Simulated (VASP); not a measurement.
Set up this calculation in VASP 6.6.1, as the native input.

```yaml
Task: band structure
Functional: AM05
Potentials_or_basis: VASP PAW PBE potentials, release 64 (Zn)
Cutoff: 520 eV
k_mesh: 12 × 12 × 12
Occupations: fermi-dirac, width 0.05 eV
Spin: no spin polarisation
Further_INCAR_settings: ALGO = Fast; EDIFF = 1e-06
```

Crystal: Zn.

```
Zn
1.0
     0.00000    1.96478    1.96478
     1.96478    0.00000    1.96478
     1.96478    1.96478    0.00000
Zn
1
Direct
  0.00000 0.00000 0.00000
```

This isn't the form of Zn at room conditions, which is hcp.

The input as run:

POSCAR

```
Zn
1.0
    0.0000000000      1.9647760000      1.9647760000
    1.9647760000      0.0000000000      1.9647760000
    1.9647760000      1.9647760000      0.0000000000
Zn
1
Direct
    0.0000000000      0.0000000000      0.0000000000
```

INCAR.step1

```
  ALGO = Fast
  EDIFF = 1E-6
  ENCUT = 520
  GGA = AM
  ISIF = 2
  ISMEAR = -1
  LASPH = True
  LCHARG = True
  LREAL = False
  LWAVE = False
  NELM = 100
  PREC = Accurate
  SIGMA = 0.05
```

KPOINTS.step1

```
k-points
0
Gamma
  12 12 12
```

INCAR.step2

```
  ALGO = Fast
  EDIFF = 1E-6
  ENCUT = 520
  GGA = AM
  ICHARG = 11
  ISIF = 2
  ISMEAR = 0
  LASPH = True
  LCHARG = False
  LREAL = False
  LWAVE = False
  NELM = 100
  PREC = Accurate
  SIGMA = 0.05
```

KPOINTS.step2

```
path GXWKGLUWLK,UX
15
line-mode
reciprocal
 0.0000000000  0.0000000000  0.0000000000  G
 0.5000000000  0.0000000000  0.5000000000  X

 0.5000000000  0.0000000000  0.5000000000  X
 0.5000000000  0.2500000000  0.7500000000  W

 0.5000000000  0.2500000000  0.7500000000  W
 0.3750000000  0.3750000000  0.7500000000  K

 0.3750000000  0.3750000000  0.7500000000  K
 0.0000000000  0.0000000000  0.0000000000  G

 0.0000000000  0.0000000000  0.0000000000  G
 0.5000000000  0.5000000000  0.5000000000  L

 0.5000000000  0.5000000000  0.5000000000  L
 0.6250000000  0.2500000000  0.6250000000  U

 0.6250000000  0.2500000000  0.6250000000  U
 0.5000000000  0.2500000000  0.7500000000  W

 0.5000000000  0.2500000000  0.7500000000  W
 0.5000000000  0.5000000000  0.5000000000  L

 0.5000000000  0.5000000000  0.5000000000  L
 0.3750000000  0.3750000000  0.7500000000  K

 0.6250000000  0.2500000000  0.6250000000  U
 0.5000000000  0.0000000000  0.5000000000  X
```

Potentials or basis: VASP PAW PBE potentials, release 64 (Zn).

Command:

```console
$ cat potpaw_PBE.64/Zn/POTCAR > POTCAR
$ cp INCAR.step1 INCAR
$ cp KPOINTS.step1 KPOINTS
$ mpirun -np 1 vasp_std > vasp.out
$ cp INCAR.step2 INCAR
$ cp KPOINTS.step2 KPOINTS
$ mpirun -np 1 vasp_std > vasp.out
```

It gave:

```json
{
  "Band gap along the path": "none (metal or under the smearing width)"
}
```

Caveat: the log is that of the step along the path at fixed density, whose energy, stress, charges and moments have no meaning.

Wall time 20 s on 1 thread of Intel(R) Xeon(R) Platinum 8259CL CPU @ 2.50GHz (Skylake/Cascade Lake), with other jobs on the host, peak memory 0.14 GiB.
